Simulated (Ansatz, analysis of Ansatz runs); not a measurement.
**BaZrO3 (Pm-3m), V_O hop (3.0 Å): does the barrier depend on the cell? (q = +2)**

How far must a hopping O in BaZrO3 (Pm-3m) stand from its periodic copies before the barrier settles? The case: V_O hop (3.0 Å), charge +2; the series starts with a cell of 20 host atoms with 1 O taken out.

Calculated with Ansatz 0.2.0; plane-wave PAW DFT, PBEsol; nudged elastic band between two relaxed defect structures at fixed charge in a uniform background.

## (1) The structure

The cell holds 19 atoms: 4 Ba, 4 Zr and 11 O. Its edges and angles: a = 7.241 Å, b = 7.241 Å, c = 7.241 Å, α = 109.5°, β = 109.5°, γ = 109.5°. It derives from BaZrO3 (space group Pm-3m). Nearest the centre at fractional (0.000, 0.875, 0.625): O9 at 1.41 Å, Zr5 at 1.54 Å, O16 at 2.49 Å, O17 at 2.50 Å, Ba1 at 2.61 Å, Ba2 at 2.62 Å, O12 at 3.23 Å, O11 at 3.24 Å. The cell carries charge +2.

The cell's shortest repeat is 7.2 Å.

## (2) The band in the smallest cell

In each cell both ends are relaxed first and a climbing-image band joins them. Strain fields of neighbouring copies, and their charges if any, can act otherwise on the top of the path than on its ends, so the barrier may drift with size.

The input, qp2_c20k1s.neb/input.yaml:

```yaml
crystal:
  lattice:
    - [-4.18063673, 4.18063673, 4.18063673]
    - [4.18063673, -4.18063673, 4.18063673]
    - [4.18063673, 4.18063673, -4.18063673]
  atoms:
    - { symbol: Ba, position: [0.00606728, 0.00428856, 0.01036226] }
    - { symbol: Ba, position: [0.00608451, 0.49423273, 0.50031907] }
    - { symbol: Ba, position: [0.49602451, 0.00427428, 0.50034452] }
    - { symbol: Ba, position: [0.49602544, 0.49419224, -0.00974083] }
    - { symbol: Zr, position: [0.01282941, 0.01104659, 0.50029364] }
    - { symbol: Zr, position: [0.00105245, 0.49926319, 0.00031155] }
    - { symbol: Zr, position: [0.50106097, -0.0007284, 0.00031988] }
    - { symbol: Zr, position: [0.48925875, 0.48746811, 0.50029952] }
    - { symbol: O, position: [0.2385079, -0.00832744, 0.74547626] }
    - { symbol: O, position: [0.26371224, 0.50697045, 0.25514731] }
    - { symbol: O, position: [0.74819726, -0.00854315, 0.25514623] }
    - { symbol: O, position: [0.7538253, 0.50699476, 0.74547672] }
    - { symbol: O, position: [0.25098122, 0.24916583, 0.5001372] }
    - { symbol: O, position: [0.25100393, 0.74934227, 0.00033554] }
    - { symbol: O, position: [0.75110869, 0.24919408, 0.00029031] }
    - { symbol: O, position: [-0.00666491, 0.23671968, 0.74534328] }
    - { symbol: O, position: [-0.00669637, 0.74636851, 0.25525691] }
    - { symbol: O, position: [0.50891467, 0.26197033, 0.25526204] }
    - { symbol: O, position: [0.50865489, 0.75203462, 0.74534309] }
total_charge: 2
basis:
  ecutwfc: 420
  xc_grid: 2
hamiltonian:
  xc: pbesol
kpoints:
  mp_grid: { grid: [1, 1, 1], shift: [0.25, 0.25, 0.25] }
scf:
  occupations: { method: fixed }
  max_iter: 150
output:
  forces: true
neb:
  images: 3
  f_tol: 0.04
  climbing: true
  initial_path: idpp
  max_iterations: 45
  order_check: false
  final_atoms:
    - { symbol: Ba, position: [-0.00298783, -0.00014677, 0.00626575] }
    - { symbol: Ba, position: [-0.00298342, 0.48922402, 0.49564519] }
    - { symbol: Ba, position: [0.50761398, -0.00014012, 0.4956707] }
    - { symbol: Ba, position: [0.50761719, 0.51043427, 0.00624761] }
    - { symbol: Zr, position: [-0.0093887, -0.0001542, 0.48925044] }
    - { symbol: Zr, position: [0.00231409, 0.499856, 0.00094446] }
    - { symbol: Zr, position: [0.51399398, -0.00016108, 0.01264352] }
    - { symbol: Zr, position: [0.50233805, 0.49987753, 0.50095151] }
    - { symbol: O, position: [-0.23506544, -0.24524746, 0.50867789] }
    - { symbol: O, position: [0.2524904, 0.50003494, 0.25093605] }
    - { symbol: O, position: [0.75214044, -0.00032553, 0.25093156] }
    - { symbol: O, position: [0.75218921, 0.4997508, 0.75096303] }
    - { symbol: O, position: [0.25487931, 0.24497328, 0.50840158] }
    - { symbol: O, position: [0.24945975, 0.75476333, -0.00681102] }
    - { symbol: O, position: [0.73997019, 0.24497751, -0.00651657] }
    - { symbol: O, position: [0.009895, 0.24497077, 0.75362727] }
    - { symbol: O, position: [0.0099194, 0.75476447, 0.26344123] }
    - { symbol: O, position: [0.49474737, 0.24499029, 0.23846863] }
    - { symbol: O, position: [0.49472738, 0.75476958, 0.7482315] }
```

Launch:

```bash
$ ansatz run input.yaml --threads 4 --pin off --max-ram 14131MiB --backend cpu --events-out ev --progress --plain --runs-dir out
```

Numbers of over 12 decimals in the logs are rounded to 6 here.

Log:

```text
[... repeated set-up lines and file paths are left out, and long positions are rounded to six places ...]
Warning: neb: disabling space-group detection — the band's intermediate images generally break the endpoint symmetry, so the full k-mesh is solved, and no spatial operation symmetrises the density, except that a semilocal band can use its path's symmetry [...]
Engine: ansatz 0.2.0, aarch64-unknown-linux-gnu
Pseudopotentials: kind: paw
Pseudopotential: Ba, paw, valence charge 10, recommended cutoff 420 eV (normal), Ba.paw.azcp
Pseudopotential: Zr, paw, valence charge 12, recommended cutoff 420 eV (normal), Zr.paw.azcp
Pseudopotential: O, paw, valence charge 6, recommended cutoff 420 eV (normal), O.paw.azcp
Functional definition: PBEsol
  exchange = pbesol_x
  correlation = pbesol_c
parallel-image band execution: 3 concurrent image workers
NEB image 0
Crystal: 19 atoms, lattice volume = 292.272 Å³
Basis set: ecut = 420 eV, 5721 PW (Γ), exchange–correlation on 100×100×100 points (8 copies of the dense FFT grid, shifted against one another)
Bands: 95, of which v1, the nominal top of the filled ones, is band 76 counted from 1 (75 counted from 0)
Symmetry: 1 space group operations
k-points: 1
Non-local potential: Ba, projectors of the file, l = 0: 3, l = 1: 2, l = 2: 2, l = 3: 2
Non-local potential: Zr, projectors of the file, l = 0: 3, l = 1: 2, l = 2: 2, l = 3: 2
Non-local potential: O, projectors of the file, l = 0: 2, l = 1: 2, l = 2: 1
PAW form: soft (Blöchl's): semilocal exchange-correlation on the pseudo side does not see the compensation charge
PAW frozen core: Ba, regenerated for the run's functional, and the local potential with it (the file was generated under x = pbe(κ = 0.804, μ = 0.219515), c = pbe(β = 0.066725))
PAW frozen core: Zr, regenerated for the run's functional, and the local potential with it (the file was generated under x = pbe(κ = 0.804, μ = 0.219515), c = pbe(β = 0.066725))
PAW frozen core: O, regenerated for the run's functional, and the local potential with it (the file was generated under x = pbe(κ = 0.804, μ = 0.219515), c = pbe(β = 0.066725))
PAW one-centre angular grid: Ba, 194 points (default); XC on 64 Gauss nodes
PAW one-centre angular grid: Zr, 590 points (default); XC on 64 Gauss nodes
PAW one-centre angular grid: O, 110 points (default); XC on 64 Gauss nodes
Initial density: superposition of atomic densities (neutral atoms scaled as one to the charged cell's electrons: chi_scale 0, normalization atom), corrected by the library's trained network
Initial wavefunctions: pseudopotential atomic-orbital guess
Functional: x = pbesol(κ = 0.804, μ = 0.123457), c = pbesol(β = 0.046)
[...]
E_ewald      = -10259.640150
  E_core_change = 1.656781  (= ΣΔE_core)
  E_smearing   = -0.000000  (= −TS)
  E_closure    = 0.000000  (closes the sum)
  E_deformation_potential = 40.767541  (in the stress; not in F)
  Σ components = -46191.644642   (vs F -46191.644642, Δ=0.00e0)
--- Forces (eV/Å), atoms counted from 1 ---
  atom   1  Ba    -0.01079544    -0.00559117     0.00560784
  atom   2  Ba    -0.00178888     0.00055243    -0.00139231
  atom   3  Ba    -0.00859273     0.00472230     0.00074401
  atom   4  Ba     0.00590749     0.00198608    -0.00326357
  atom   5  Zr     0.01787126    -0.00283946    -0.01090587
  atom   6  Zr     0.00508298     0.00827800     0.00167512
  atom   7  Zr     0.00469851     0.00128684    -0.00414213
  atom   8  Zr     0.00250921    -0.00743901     0.01002451
[...]
atom  16  O     -0.00804186    -0.00330379     0.00388024
  atom  17  O     -0.00421960     0.00048832     0.00001377
  atom  18  O      0.00304689     0.00172473    -0.00277850
  atom  19  O      0.00009676     0.00269102    -0.00190932
  max |Σ_I F_I| component: 2.13e-5 eV/Å
--- Band table (eV) ---
  k-point 0: bands = ["-37.5327", "-37.5319", "-37.2000", "-36.9913", [... 87 left out ...] "15.9935", "16.0498", "16.4361", "16.5936"]
this run last wrote the band of iteration 9 to <dir>
--- NEB band (5 images, 9 band iterations, 226 SCF iterations) ---
  forward barrier  = 0.971727 eV
  backward barrier = 0.971594 eV
  climbing image's point = of an order that was not read
  energies are F+E_penalty+E_count in eV, relative to image 0
  image     s (Å)  Δ vs image 0  max|band force component| (eV/Å)
      0    0.0000      0.000000                                 —
      1    0.7542      0.542817                          9.208e-3
  *   2    1.5084      0.971727                          1.787e-2
      3    2.2620      0.543239                          8.440e-3
      4    3.0157      0.000133                                 —
  climbing-image geometry (image 2):
  cell:  # Å, volume = 292.2721 Å³
    - [-4.18063673, 4.18063673, 4.18063673]
    - [4.18063673, -4.18063673, 4.18063673]
    - [4.18063673, 4.18063673, -4.18063673]
  atoms:
    - { symbol: Ba, position: [0.001691, 0.010831, 0.007935] }
    - { symbol: Ba, position: [0.001699, 0.492399, 0.489414] }
    - { symbol: Ba, position: [0.501612, 0.006092, 0.494184] }
    - { symbol: Ba, position: [0.501698, 0.505966, -0.005959] }
    - { symbol: Zr, position: [0.001697, 0.010057, 0.489913] }
    - { symbol: Zr, position: [0.001671, 0.505510, -0.005504] }
    - { symbol: Zr, position: [0.510057, -0.001907, 0.010431] }
    - { symbol: Zr, position: [0.493311, 0.489709, 0.502079] }
    - { symbol: O, position: [0.001667, -0.154332, 0.654398] }
    - { symbol: O, position: [0.263800, 0.506879, 0.255422] }
    - { symbol: O, position: [0.723820, -0.026416, 0.248828] }
    - { symbol: O, position: [0.747949, 0.499979, 0.746546] }
    - { symbol: O, position: [0.279488, 0.251449, 0.526646] }
    - { symbol: O, position: [0.255413, 0.753711, 0.000258] }
    - { symbol: O, position: [0.739609, 0.244774, -0.006642] }
    - { symbol: O, position: [0.001670, 0.254264, 0.741068] }
    - { symbol: O, position: [0.001686, 0.759270, 0.245842] }
    - { symbol: O, position: [0.501696, 0.254164, 0.245999] }
    - { symbol: O, position: [0.501675, 0.754171, 0.745989] }
[key lines of the parts left out:]
SCF converged after 6 iterations
Free energy (F): -46191.644642 eV
Fermi energy:    9.166418 eV
```

The job ended after 75 s (4 threads of Arm Neoverse N1, shared host; peak memory 1 GiB).

Images along the path:

```
image  path (Å)  energy (eV)       O9: x, y, z (Å)
    0     0.000       0.0000  2.085, 4.148, -2.154
    1     0.754       0.5428  2.083, 3.878, -2.808
    2     1.508       0.9717  2.084, 3.388, -3.374
    3     2.262       0.5432  2.083, 2.823, -3.864
    4     3.016       0.0001  2.084, 2.169, -4.135
```

## (3) The series

The other cells are run alike, on 4 threads of Arm Neoverse N1, shared host.

```
host atoms  shortest repeat (Å)                k-points  forward (eV)  backward (eV)  hop length (Å)  iterations  time of the band  peak memory (GiB)
        20                  7.2  one point at (¼, ¼, ¼)         0.972          0.972            2.80           9              75 s                1.0
        40                  8.4  one point at (¼, ¼, ¼)         0.686          0.686            2.61           9           5.7 min                2.2
        80                 11.8  one point at (¼, ¼, ¼)         0.610          0.610            2.64          23            53 min                6.9
```

Energies along each band (eV from the start):

```
host atoms                k-points                            energies
        20  one point at (¼, ¼, ¼)   0.000, 0.543, 0.972, 0.543, 0.000
        40  one point at (¼, ¼, ¼)   0.000, 0.321, 0.686, 0.324, 0.000
        80  one point at (¼, ¼, ¼)  0.000, 0.259, 0.610, 0.175, -0.001
```

## (4) Outcome

```yaml
barrier_20_atoms_one_point_at: 0.972 eV
barrier_40_atoms_one_point_at: 0.686 eV
barrier_80_atoms_one_point_at: 0.610 eV
```

The largest cell gives a barrier of 0.61 eV and the first set-up 0.97 eV; over the series the values spread by 0.36 eV. The last two differ by 0.077 eV, so the series has not settled. One k-point samples cells of unlike shape differently, so the spread mixes size with sampling. The hop length changes between cells, so the ends did not relax into the same structures everywhere. The time of one iteration grows about as the number of atoms to the power 2.0, on shared hosts. No image-charge correction is applied. The order of the top as a saddle was not checked for all atoms, so a bent path could be lower. Limits: one k-point off the zone centre stands for the whole zone; spin–orbit coupling, which can matter with heavy atoms, is left out.

[Logs are printed without paths, hosts, clocks, repeated set-up lines and the standing remarks that a program may print on its own settings, such as how far it seeks lower states.]

[Hosts, paths, dates, database ids (printed as entryN), source tags and the programs' standing remarks are cut or masked in the printed files.]
